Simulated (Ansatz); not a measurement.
C: symmetry broken, then relaxed

All numbers below come from Ansatz, DFT r2SCAN, scalar-relativistic, plane waves, PAW. Cutoff 500 eV, Γ-centred 6×6×4 k-points, Gaussian smearing of 0.05 eV. No spin polarisation. Energies are free energies at this smearing, counted from the undisturbed cell; pressure is positive in compression.

The starting cell (relaxed at this level; this bcc form isn't the usual structure):

```
C
1.0
    -2.42911    2.42911    2.42911
     2.42911   -2.42911    2.42911
     4.85822    4.85822    0.00000
C
16
Direct
  0.32546 0.00000 0.00000
  0.82546 0.50000 0.50000
  0.33727 0.33727 0.33727
  0.83727 0.83727 0.83727
  0.00000 0.32546 0.00000
  0.50000 0.82546 0.50000
  0.83727 0.83727 0.16273
  0.33727 0.33727 0.66273
  0.00000 0.67454 0.00000
  0.50000 0.17454 0.50000
  0.16273 0.16273 0.16273
  0.66273 0.66273 0.66273
  0.67454 0.00000 0.00000
  0.17454 0.50000 0.50000
  0.66273 0.66273 0.33727
  0.16273 0.16273 0.83727
```

The atoms are displaced (Å, in the unstrained cell):

```
atom ux uy uz
  C1   0.001  -0.002   0.003
  C2   0.001  -0.002   0.003
  C3   0.001  -0.002   0.003
  C4  -0.013   0.034  -0.043
  C5   0.001  -0.002   0.003
  C6   0.001  -0.002   0.003
  C7   0.001  -0.002   0.003
  C8   0.001  -0.002   0.003
  C9   0.001  -0.002   0.003
 C10   0.001  -0.002   0.003
 C11   0.001  -0.002   0.003
 C12   0.001  -0.002   0.003
 C13   0.001  -0.002   0.003
 C14   0.001  -0.002   0.003
 C15   0.001  -0.002   0.003
 C16   0.001  -0.002   0.003
```

Cell and atoms are then relaxed.

Problem. Does the relaxation return to the undisturbed structure?

Solution. Yes (up to a choice of domain or origin): same space group and volume, and an energy 0.0 meV/atom from it. The disturbance itself cost 3.7 meV/atom. The final space group reads Im-3m (tolerance 0.05 Å) and the volume changes by 0.00 %.

Final structure:

```
C
1.0
    -2.42912    2.42914    2.42911
     2.42913   -2.42913    2.42912
     4.85825    4.85827    0.00001
C
16
Direct
  0.32547 0.00000 0.99999
  0.82547 0.50001 0.50000
  0.33728 0.33728 0.33725
  0.83725 0.83725 0.83728
  0.00000 0.32547 0.00000
  0.50000 0.82547 0.50000
  0.83727 0.83728 0.16274
  0.33725 0.33725 0.66272
  0.99999 0.67453 0.00001
  0.50000 0.17453 0.49999
  0.16275 0.16275 0.16272
  0.66272 0.66272 0.66275
  0.67452 0.99999 0.00001
  0.17453 0.50000 0.50000
  0.66275 0.66275 0.33727
  0.16272 0.16272 0.83726
```

The relaxation, step by step (energy from the first step; small jumps at an unchanged geometry come where the plane waves are selected anew for the new cell):

| step | ΔE (meV/atom) | largest force component (eV/Å) | pressure (GPa) |
| --- | --- | --- | --- |
| 1 | 0.0 | 1.545 | 0.01 |
| 2 | -3.0 | 0.618 | -0.08 |
| 3 | -3.7 | 0.017 | 0.01 |
| 4 | -3.7 | 0.006 | -0.15 |
| 5 | -3.7 | 0.001 | 0.00 |
| 6 | -3.7 | 0.001 | 0.00 |

Frames along the relaxation (Å, eV/Å):

```xyz
16
Lattice="-2.429 2.429 2.429 2.429 -2.429 2.429 4.858 4.858 0.000" Properties=species:S:1:pos:R:3:forces:R:3 pbc="T T T" step=1
C    -0.790    0.788    0.793    0.003    0.029   -0.061
C     1.639    3.217    3.223   -0.025   -0.009   -0.029
C     1.639    1.636    1.641   -0.001   -0.001   -0.006
C     4.055    4.102    4.025    0.613   -1.099    1.545
C     0.791   -0.793    0.793   -0.181    0.102   -0.217
C     3.221    1.636    3.223    0.090    0.011    0.081
C     0.791    0.788    4.071    0.088    0.114    0.072
C     3.221    3.217    1.641   -0.095   -0.057   -0.174
C     1.639   -1.641    1.641   -0.078    0.512   -0.190
C     1.639    3.217    1.641   -0.011    0.003   -0.008
C     0.791    0.788    0.793    0.005   -0.025   -0.002
C     3.221    3.217    3.223   -0.209    0.194   -0.410
C    -1.638    1.636    1.641   -0.145    0.110   -0.190
C     3.221    1.636    1.641    0.010   -0.002    0.003
C     1.639    1.636    3.223    0.008    0.025   -0.003
C     4.068    4.065    0.793   -0.070    0.094   -0.411
16
Lattice="-2.430 2.428 2.431 2.429 -2.429 2.430 4.858 4.857 -0.002" Properties=species:S:1:pos:R:3:forces:R:3 pbc="T T T" step=2
C    -0.789    0.791    0.788   -0.011   -0.047    0.059
C     1.637    3.220    3.221   -0.001   -0.018    0.011
C     1.638    1.637    1.641   -0.005   -0.013    0.010
C     4.062    4.077    4.053    0.278   -0.393    0.618
C     0.790   -0.795    0.787    0.000    0.042    0.052
C     3.219    1.638    3.222    0.005    0.003    0.013
C     0.792    0.792    4.072    0.004   -0.040   -0.055
C     3.217    3.218    1.640    0.023   -0.006    0.003
C     1.639   -1.646    1.636   -0.037    0.383   -0.022
C     1.636    3.218    1.640    0.009    0.015   -0.001
C     0.792    0.787    0.792   -0.008    0.040   -0.038
C     3.218    3.219    3.222   -0.102    0.033   -0.178
C    -1.636    1.639    1.637   -0.158   -0.005    0.007
C     3.219    1.638    1.640   -0.003    0.004   -0.002
C     1.638    1.639    3.222   -0.002   -0.009    0.010
C     4.068    4.067    0.798    0.008    0.011   -0.487
16
Lattice="-2.429 2.430 2.428 2.429 -2.430 2.428 4.858 4.860 0.000" Properties=species:S:1:pos:R:3:forces:R:3 pbc="T T T" step=3
C    -0.791    0.791    0.790    0.006   -0.003    0.001
C     1.639    3.221    3.219   -0.002   -0.004    0.008
C     1.638    1.639    1.639    0.007    0.005   -0.014
C     4.068    4.070    4.066   -0.012   -0.004   -0.006
C     0.791   -0.791    0.790    0.006   -0.011    0.017
C     3.220    1.639    3.219    0.000    0.009   -0.005
C     0.791    0.791    4.066   -0.009   -0.009    0.006
C     3.219    3.220    1.638    0.013    0.002    0.004
C     1.639   -1.639    1.638   -0.004    0.000   -0.003
C     1.638    3.220    1.638    0.001    0.006   -0.004
C     0.790    0.790    0.791    0.004    0.004   -0.003
C     3.220    3.221    3.219    0.000   -0.005    0.007
C    -1.638    1.640    1.637    0.003    0.008   -0.001
C     3.220    1.639    1.638   -0.002   -0.001   -0.011
C     1.639    1.640    3.219   -0.002    0.000    0.005
C     4.067    4.069    0.791   -0.009    0.004   -0.002
16
Lattice="-2.430 2.430 2.429 2.429 -2.430 2.429 4.859 4.860 0.000" Properties=species:S:1:pos:R:3:forces:R:3 pbc="T T T" step=4
C    -0.791    0.791    0.791    0.002   -0.002   -0.004
C     1.639    3.221    3.220    0.001    0.002   -0.002
C     1.639    1.639    1.639    0.002    0.001    0.002
C     4.068    4.069    4.067    0.001   -0.001    0.005
C     0.791   -0.791    0.791    0.000    0.004   -0.005
C     3.220    1.639    3.220   -0.002    0.000   -0.001
C     0.791    0.791    4.068   -0.003   -0.002    0.001
C     3.220    3.220    1.638    0.000    0.002    0.001
C     1.639   -1.639    1.639    0.001    0.002    0.001
C     1.639    3.221    1.638    0.001   -0.006    0.004
C     0.791    0.791    0.791    0.000    0.001   -0.002
C     3.220    3.221    3.220   -0.003   -0.002   -0.003
C    -1.639    1.639    1.639   -0.002    0.000    0.003
C     3.220    1.639    1.638   -0.003    0.000    0.003
C     1.639    1.639    3.220   -0.001   -0.003   -0.004
C     4.068    4.069    0.790    0.005    0.003   -0.001
16
Lattice="-2.429 2.429 2.429 2.429 -2.429 2.429 4.858 4.858 0.000" Properties=species:S:1:pos:R:3:forces:R:3 pbc="T T T" step=5
C    -0.791    0.791    0.791    0.000    0.000   -0.001
C     1.639    3.220    3.220    0.000    0.000   -0.001
C     1.638    1.638    1.639    0.001    0.001    0.000
C     4.068    4.068    4.068    0.000   -0.001    0.000
C     0.791   -0.791    0.791    0.000    0.000    0.000
C     3.220    1.639    3.220    0.000    0.000   -0.001
C     0.791    0.791    4.068   -0.001   -0.001    0.000
C     3.220    3.220    1.638    0.000    0.001    0.000
C     1.639   -1.639    1.638    0.000    0.000    0.001
C     1.638    3.220    1.639    0.000    0.000    0.000
C     0.791    0.791    0.791    0.001    0.000   -0.001
C     3.220    3.220    3.220   -0.001   -0.001    0.000
C    -1.638    1.639    1.638    0.000    0.000    0.001
C     3.220    1.639    1.639    0.000    0.000    0.000
C     1.639    1.639    3.220    0.000    0.000   -0.001
C     4.068    4.068    0.791    0.001    0.000    0.000
16
Lattice="-2.429 2.429 2.429 2.429 -2.429 2.429 4.858 4.858 0.000" Properties=species:S:1:pos:R:3:forces:R:3 pbc="T T T" step=6
C    -0.791    0.791    0.791    0.000    0.000   -0.001
C     1.639    3.220    3.220    0.000    0.000   -0.001
C     1.638    1.638    1.639    0.001    0.001    0.000
C     4.068    4.068    4.068    0.000   -0.001    0.000
C     0.791   -0.791    0.791    0.000    0.000    0.000
C     3.220    1.639    3.220    0.000    0.000   -0.001
C     0.791    0.791    4.068   -0.001   -0.001    0.000
C     3.220    3.220    1.638    0.000    0.001    0.000
C     1.639   -1.639    1.638    0.000    0.000    0.001
C     1.638    3.220    1.639    0.000    0.000    0.000
C     0.791    0.791    0.791    0.001    0.000   -0.001
C     3.220    3.220    3.220   -0.001   -0.001    0.000
C    -1.638    1.639    1.638    0.000    0.000    0.001
C     3.220    1.639    1.639    0.000    0.000    0.000
C     1.639    1.639    3.220    0.000    0.000   -0.001
C     4.068    4.068    0.791    0.001    0.000    0.000
```

Cost: 3 runs of about 15 core-minutes in all, on Intel Xeon Platinum 8175M (Skylake/Cascade Lake) (shared hosts).